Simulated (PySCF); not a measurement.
SiS (silylene, thioxo-), in a box:

```xyz
2
Lattice="9.0000 0.0000 0.0000 0.0000 9.0000 0.0000 0.0000 0.0000 11.0000" Properties=species:S:1:pos:R:3 pbc="T T T"
Si    4.5462    4.4889    4.5702
S     4.4850    4.5378    6.5257
```

The cell isn't the ideal one: atoms moved at random, drawn with an rms of 0.05 Å.

Base run:

- Program: PySCF 2.14.0
- Functional: r2SCAN
- Potentials or basis: cc-pvdz (all-electron)
- k mesh: 1 × 1 × 1
- Occupations: fixed
- Spin: no spin polarisation

Its results: gap between the frontier levels 4.13 eV.

After a change of settings the same cell gave: gap between the frontier levels 4.85 eV. Which change was it?
A. functional from r2SCAN to r2SCANh
B. functional from r2SCAN to revPBE; dispersion from none to D3(BJ)
C. functional from r2SCAN to LDA

A.

r2SCANh gives the wider gap, since exact exchange removes part of the self-interaction.

Caveats: this is a molecule in a periodic box at the Γ point, so its band gap is the HOMO-LUMO gap; the basis of atomic orbitals isn't converged, which shifts pressures, moduli and gaps.

Runs at the PBE level aren't shown here.
